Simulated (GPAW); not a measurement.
Wanted: an ASE script for a GPAW 26.7.0 run.

```yaml
Task: relaxation of cell and atoms
Functional: revPBE
Dispersion: D3(BJ)+ATM
Potentials_or_basis: the program's PAW data sets (release 1.2.1) made for this functional
Cutoff: 800 eV
Basis: pw
k_mesh: 11 × 11 × 16
Occupations: fermi-dirac, width 0.05 eV
Spin: no spin polarisation
Maxiter: 150
Optimizer: BFGS
Fmax: 0.02 eV/Å
Max_steps: 60
Convergence: density=1e-05 forces=0.0001
```

The structure of B lies in B.xyz:

```xyz
1
Lattice="2.3461100000 0.0000000000 0.0000000000 0.0000000000 2.3461100000 0.0000000000 0.0000000000 0.0000000000 1.5857900000" Properties=species:S:1:pos:R:3 pbc="T T T"
B      1.1730550000      1.1730550000      0.7928950000
```

The cell was built by a generator and needn't be a form met in nature.

The input as run:

run.py

```python
from ase.calculators.mixing import SumCalculator
from ase.filters import FrechetCellFilter
from ase.io import read, write
from ase.optimize import BFGS
from dftd3.ase import DFTD3
from gpaw import GPAW, PW

atoms = read('B.xyz')

calc = GPAW(mode=PW(800),
            xc='revPBE',
            kpts={'size': (11, 11, 16), 'gamma': True},
            occupations={'name': 'fermi-dirac', 'width': 0.05},
            nbands=7,
            convergence={'density': 1e-05, 'forces': 0.0001},
            maxiter=150,
            txt='gpaw.txt')
atoms.calc = SumCalculator([calc, DFTD3(damping='d3bj', params_tweaks=dict(method='revpbe', atm=True))])
opt = BFGS(FrechetCellFilter(atoms), trajectory='relax.traj', logfile='-')
done = opt.run(fmax=0.02, steps=60)
calc.write('gs.gpw')
write('result.traj', atoms)
print('Converged:', done)
print('Cell:', atoms.cell.cellpar().round(4))
print('Volume:', round(atoms.get_volume(), 4))
print(atoms.get_scaled_positions().round(5))
```

Potentials or basis: the program's PAW data sets (release 1.2.1) made for this functional, pw.

Run with:

```console
$ OMP_NUM_THREADS=1 python run.py
```

Results of the run:

```json
{
  "Relaxed volume": "9.61 Å³/atom",
  "Relaxed cell": "a = 2.460 Å, b = 2.460 Å, c = 1.588 Å, α = 90.00°, β = 90.00°, γ = 90.00°",
  "Space group after relaxing (to 0.05 Å)": "P4/mmm (No. 123)",
  "Energy gained by relaxing": "49.0 meV/atom",
  "Ionic steps": "6",
  "Pressure after relaxing": "0.1 GPa",
  "Band gap on the k mesh": "none (metal or under the smearing width)",
  "Dispersion energy per atom": "-0.494 eV"
}
```

Caveat: later steps reuse the first step's grids; pairwise dispersion overbinds metals, which lowers pressure and volume.

Run time: 79 s on 1 thread of Arm Neoverse V1 (shared host), peak memory 0.18 GiB.
